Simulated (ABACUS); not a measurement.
**In under changes of volume**

One of the cells (26.144 Å³/atom); the others are scaled copies at fixed shape and fractional positions:

```xyz
1
Lattice="-1.6255 1.6255 2.4737 1.6255 -1.6255 2.4737 1.6255 1.6255 -2.4737" Properties=species:S:1:pos:R:3 pbc="T T T"
In    0.0000    0.0000    0.0000
```

- Program: ABACUS 3.10.1
- Functional: PBE
- Potentials or basis: PseudoDojo NC SR 0.4.1 PBE standard
- Cutoff: 1361 eV
- Density cutoff: 5442 eV
- Basis: TZDP LCAO (the cutoffs set its grid)
- k mesh: 11 × 11 × 11
- Occupations: fermi-dirac, width 0.05 eV
- Spin: no spin polarisation

```tsv
volume (Å³/atom)	energy over the lowest point (meV/atom)	pressure (GPa)
24.575	?	?
25.098	29.83	4.2
25.621	18.16	3.1
26.144	9.65	2.2
26.666	3.97	1.3
27.189	0.92	0.6
27.712	0.00	-0.1
```

Q: What does the run at 24.575 Å³/atom give?

A: Energy over the lowest point 45.22 meV/atom; pressure 5.4 GPa.

Worked out: A Birch-Murnaghan fit of order 3 (a polynomial in V^(-2/3)) to the other rows has its minimum at 27.67 Å³/atom with B0 = V·E''(V) = 33 GPa and B' = 5.1 at fixed shape and positions, which overstates the stiffness. It gives 45.12 meV/atom at 24.575 Å³/atom, against the run's 45.22, and -dE/dV = 5.3 GPa, against 5.4.

Energies are extrapolated to zero smearing.

Caveats: the atomic orbitals were generated for these runs and aren't a published set; the basis of atomic orbitals isn't converged, which shifts pressures, moduli and gaps.
